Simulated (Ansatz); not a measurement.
# H on AlNi (110)

This session takes AlNi and sets out to prepare the clean (110) slab, then find where and how strongly H adsorbs.

Program: Ansatz 0.2.0. Level of theory: DFT PBE+D3(BJ), scalar-relativistic, plane waves, PAW. These are calculated values, not measurements.

1 further run of the same task is left out (set aside as unsound or not needed).

## 1. The starting structure

It takes space group Pm-3m (No. 221, cubic). Conventional cell: a = 2.857 Å, b = 2.857 Å, c = 2.857 Å, α = 90.00°, β = 90.00°, γ = 90.00°. Al (site symmetry m-3m) has 8 Ni at 2.47 Å as nearest neighbours. Ni (site symmetry m-3m) is surrounded by 8 Al at 2.47 Å.

As a file:

```xyz
2
Lattice="2.8574 0.0000 0.0000 0.0000 2.8574 0.0000 0.0000 0.0000 2.8574" Properties=species:S:1:pos:R:3 pbc="T T T"
Al    0.0000    0.0000    0.0000
Ni    1.4287    1.4287    1.4287
```

It is the result of an earlier relaxation at this level (volume 11.67 Å³/atom; gap on the mesh: none (metal)).

## 2. The slab

Miller indices refer to the conventional cell of the relaxed bulk, Pm-3m (No. 221): a = 2.857 Å, b = 2.857 Å, c = 2.857 Å, α = 90.00°, β = 90.00°, γ = 90.00°.

A (110) slab, 6.1 Å thick as cut, with 17 Å of vacuum, in a 2×2 surface cell; its outer planes are AlNi (top) and AlNi (bottom).

The slab as cut. Layers, bottom to top:

```
plane  atoms per cell  height over the lowest (Å)
    1          Al4Ni4                        0.00
    2          Al4Ni4                        2.02
    3          Al4Ni4                        4.04
    4          Al4Ni4                        6.06
```

## 3. The clean surface, relaxed

File input.yaml:

```yaml
crystal:
  lattice:
    - [5.7148460094, 0.0, 0.0]
    - [0.0, 8.0820127334, 0.0]
    - [0.0, 0.0, 23.0615095501]
  atoms:
    - { symbol: Al, position: [0.0, 0.25, 0.3685795148] }
    - { symbol: Al, position: [0.0, 0.75, 0.3685795148] }
    - { symbol: Al, position: [0.5, 0.25, 0.3685795148] }
    - { symbol: Al, position: [0.5, 0.75, 0.3685795148] }
    - { symbol: Ni, position: [0.25, 0.5, 0.3685795148] }
    - { symbol: Ni, position: [0.25, 0.0, 0.3685795148] }
    - { symbol: Ni, position: [0.75, 0.5, 0.3685795148] }
    - { symbol: Ni, position: [0.75, 0.0, 0.3685795148] }
    - { symbol: Al, position: [0.0, 0.5, 0.4561931716] }
    - { symbol: Al, position: [0.0, 0.0, 0.4561931716] }
    - { symbol: Al, position: [0.5, 0.5, 0.4561931716] }
    - { symbol: Al, position: [0.5, 0.0, 0.4561931716] }
    - { symbol: Ni, position: [0.25, 0.75, 0.4561931716] }
    - { symbol: Ni, position: [0.25, 0.25, 0.4561931716] }
    - { symbol: Ni, position: [0.75, 0.75, 0.4561931716] }
    - { symbol: Ni, position: [0.75, 0.25, 0.4561931716] }
    - { symbol: Al, position: [0.0, 0.75, 0.5438068284] }
    - { symbol: Al, position: [0.0, 0.25, 0.5438068284] }
    - { symbol: Al, position: [0.5, 0.75, 0.5438068284] }
    - { symbol: Al, position: [0.5, 0.25, 0.5438068284] }
    - { symbol: Ni, position: [0.25, 0.0, 0.5438068284] }
    - { symbol: Ni, position: [0.25, 0.5, 0.5438068284] }
    - { symbol: Ni, position: [0.75, 0.0, 0.5438068284] }
    - { symbol: Ni, position: [0.75, 0.5, 0.5438068284] }
    - { symbol: Al, position: [0.0, 0.0, 0.6314204852] }
    - { symbol: Al, position: [0.0, 0.5, 0.6314204852] }
    - { symbol: Al, position: [0.5, 0.0, 0.6314204852] }
    - { symbol: Al, position: [0.5, 0.5, 0.6314204852] }
    - { symbol: Ni, position: [0.25, 0.25, 0.6314204852] }
    - { symbol: Ni, position: [0.25, 0.75, 0.6314204852] }
    - { symbol: Ni, position: [0.75, 0.25, 0.6314204852] }
    - { symbol: Ni, position: [0.75, 0.75, 0.6314204852] }
basis:
  ecutwfc: 420
kpoints:
  mp_grid: { grid: [5, 4, 1] }
hamiltonian:
  xc: pbe
  dispersion: d3bj
scf:
  occupations: { method: gaussian, width: 0.1 }
output:
  forces: true
  eigenvalues: true
  write_density: true
  write_potential: true
  elf: true
  volumetric_format: npy
relax:
  adjacent_minimum: "off"
  f_tol: 0.03
  max_steps: 70
  constraints: [{ sites: [0, 1, 2, 3, 4, 5, 6, 7, 8, 9, 10, 11, 12, 13, 14, 15] }]
efield:
  axis: 3
  dipole_correction: true
```

Run with:

```console
$ ansatz run input.yaml --threads 4 --pin off --max-ram 10240MiB --backend cpu --events-out ev --progress --plain --runs-dir out
```

Further runs follow: start: H, top (Al); start: H, hollow (nearest Al); start: H, bridge (Al-Ni).

**Question.** What will these runs give? Wanted: clean slab: work function; clean slab: dipole along +c; H: lowest end.

**Answer**, as computed:

| quantity | value |
| --- | --- |
| clean slab: work function | 4.75 eV (top face), 4.91 eV (bottom face) |
| clean slab: dipole along +c | 0.040 e·Å per cell |
| H: lowest end | E_ads -2.70 eV, from the bridge (Al-Ni) start, 2 bonded, 0.82 Å high |

The strongest binding of H is 2.70 eV, a strong chemical bond when counted from the free atom, not from the element's molecule or solid; the ends span 1.03 eV. On the way to the lowest end the anchoring atom slid 1.0 Å from where it was put. The slab runs have no spin polarisation, while the free adsorbate has its spin; a moment that survived on the surface would lower E_ads. A start on a symmetric site keeps its symmetry, so an end may be a saddle point and not a minimum. Spin polarisation is off in the runs that give these values; a magnetic solution could lie lower.
